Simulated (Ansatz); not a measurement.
# GaAs: the cost of one run

Computed with Ansatz 0.2.0 (DFT LDA, scalar-relativistic, plane waves, PAW, and further levels as typed in the inputs, unless a step's input says otherwise).

### Step 1. The starting structure

It takes space group R3m (No. 160, trigonal). Conventional cell: a = 4.033 Å, b = 4.033 Å, c = 10.009 Å, α = 90.00°, β = 90.00°, γ = 120.00°. Around Ga (site symmetry 3m) lie 4 As at 2.48 to 2.49 Å. Around As (site symmetry 3m) lie 4 Ga at 2.48 to 2.49 Å.

Structure file:

```
CELL_PARAMETERS angstrom
0.02512 2.87675 2.87675
2.87675 0.02512 2.87675
2.87675 2.87675 0.02512
ATOMIC_POSITIONS crystal
Ga 0.00051 0.00051 0.00051
As 0.24949 0.24949 0.24949
```

### Step 2. Phonons: GaAs, no spin

It takes the final geometry of an earlier run.

Contents of input.yaml:

```yaml
crystal:
  lattice:
    - [0.0251244442, 2.8767488887, 2.8767488887]
    - [2.8767488887, 0.0251244442, 2.8767488887]
    - [2.8767488887, 2.8767488887, 0.0251244442]
  atoms:
    - { symbol: Ga, position: [0.0005132755, 0.0005132755, 0.0005132755] }
    - { symbol: As, position: [0.2494867245, 0.2494867245, 0.2494867245] }
scf:
  occupations: { method: gaussian, width: 0.01 }
output: {}
hamiltonian:
  xc: lda
kpoints:
  mp_grid: { grid: [8, 8, 8] }
phonons:
  method: dfpt
  dielectric: false
  eigenvectors: true
```

On the command line:

```
$ ansatz run input.yaml --threads 4 --pin off --max-ram 6144MiB --backend cpu --events-out ev --progress --plain --runs-dir out
```

**Question.** How long does this run take on 4 threads of Arm Neoverse N1, shared host, and how much memory does it need?

About 22 s, with a peak of 0.68 GiB.
